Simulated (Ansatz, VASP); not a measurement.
## Sb in VASP and in Ansatz

```
CELL_PARAMETERS angstrom
0.00000 2.37124 2.37124
2.37124 0.00000 2.37124
2.37124 2.37124 0.00000
ATOMIC_POSITIONS crystal
Sb 0.00000 0.00000 0.00000
```

This isn't the form of Sb at room conditions, which is rhombohedral.

Alike in both runs: task relaxation of cell and atoms; functional PBEsol; dispersion D3(BJ); k mesh 10 × 10 × 10; occupations fermi-dirac, width 0.05 eV; no spin polarisation.

|  | VASP | Ansatz |
| --- | --- | --- |
| version | VASP 6.6.1 | Ansatz 0.2.0 |
| potentials or method | VASP PAW PBE potentials, release 64 (Sb) | Ansatz PAW |
| plane-wave cutoff (eV) | 600 | 420 |
| valence electrons in the cell | 5 | 15 |

```tsv
	VASP	Ansatz	Ansatz less VASP
gap on the k mesh at the Fermi level, each at its own relaxed structure (eV)	none	none	-
relaxed volume (Å³/atom)	24.83	24.82	-0.009
relaxed cell length with the largest relative difference (Å)	3.275	3.274	-0.0004
energy change over the relaxation (meV/atom)	-28	-27	+0.2
```

A gap of «none» marks a metal or a gap that the smearing closes. The two sets of potentials don't hold the same shells in valence.

Caveats: pairwise dispersion overbinds metals, which lowers pressure and volume; the PAW data sets were made with another functional, which shifts forces and pressure a little (VASP); the plane-wave basis is chosen anew once the cell has moved, so the energies of steps on either side of that aren't comparable (Ansatz); the PAW data sets come from PBE, with cores solved anew for the run's functional, which leaves a small shift of forces and pressure (Ansatz). Spin-orbit coupling is left out, which matters for the levels of Sb.
